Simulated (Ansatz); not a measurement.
RbBr in the CsCl-type structure, relaxed with r2SCAN, was run in Ansatz under altered settings. All numbers are computed, without spin polarisation but where a row says otherwise.

```
Rb Br
1.0
     4.12793    0.00000    0.00000
     0.00000    4.12793    0.00000
     0.00000    0.00000    4.12793
Rb Br
1 1
Direct
  0.00000 0.00000 0.00000
  0.50000 0.50000 0.50000
```

The base run's other keys:
```yaml
kpoints:
  mp_grid: { grid: [4, 4, 4] }
hamiltonian:
  xc: hse06
scf:
  occupations: { method: fixed }
  n_extra_bands: 4
```

It takes 10 iterations with 1357 plane waves at 420 eV and 10 k points, and leaves a mean stress of +0.44 GPa. The gap over this mesh is 5.258 eV. It ran on 4 threads of Arm Neoverse N1, on a shared host.

Outcomes, with energy and stress as changes against the base:
```csv
setting,outcome,ΔF (meV/atom),Δ mean stress (GPa),gap on the mesh (eV),iterations,wall time
scf.exx.singularity: none,converged,-0.1,0.0,5.258,10,9.9 s
"PBE hybrid, exx coeff 0.05, unscreened",converged,–,+0.3,4.447,9,9.3 s
"PBE hybrid, exx coeff 1.0, omega 0.3 1/Å",converged,–,-1.1,8.096,16,13 s
"PBE hybrid, exx coeff 0.2, unscreened",converged,–,0.0,5.578,10,9.6 s
scf.occupations: fermi_dirac 0.001,converged,0.0,0.0,5.258,10,10 s
```
A dash marks a value that wasn't obtained or can't be compared. Stress is positive in compression. The base took 9.8 s.

- PBE hybrid, exx coeff 0.05, unscreened. That is 5 % exact exchange, at all ranges, against HSE06's 25 % screened at 0.208 1/Å. The mean stress moves by +0.3 GPa and the gap on the mesh by -0.811 eV (to 4.447). Totals of different functionals aren't comparable.
- PBE hybrid, exx coeff 1.0, omega 0.3 1/Å. That is 100 % exact exchange, screened with ω = 0.3 1/Å, against HSE06's 25 % screened at 0.208 1/Å. The mean stress moves by -1.1 GPa and the gap on the mesh by +2.838 eV (to 8.096). Totals of different functionals aren't comparable.
- PBE hybrid, exx coeff 0.2, unscreened. That is 20 % exact exchange, at all ranges, against HSE06's 25 % screened at 0.208 1/Å. The mean stress moves by 0.0 GPa and the gap on the mesh by +0.320 eV (to 5.578). Totals of different functionals aren't comparable.

Within 1 meV an atom, 0.1 GPa and 0.005 eV of the base stay: scf.exx.singularity: none; scf.occupations: fermi_dirac 0.001.

The runs are scalar-relativistic, without spin-orbit coupling.

The stress of a hybrid is loosely converged in these runs.

The meshes of the hybrids are coarse, so their gaps aren't converged to the digits shown.
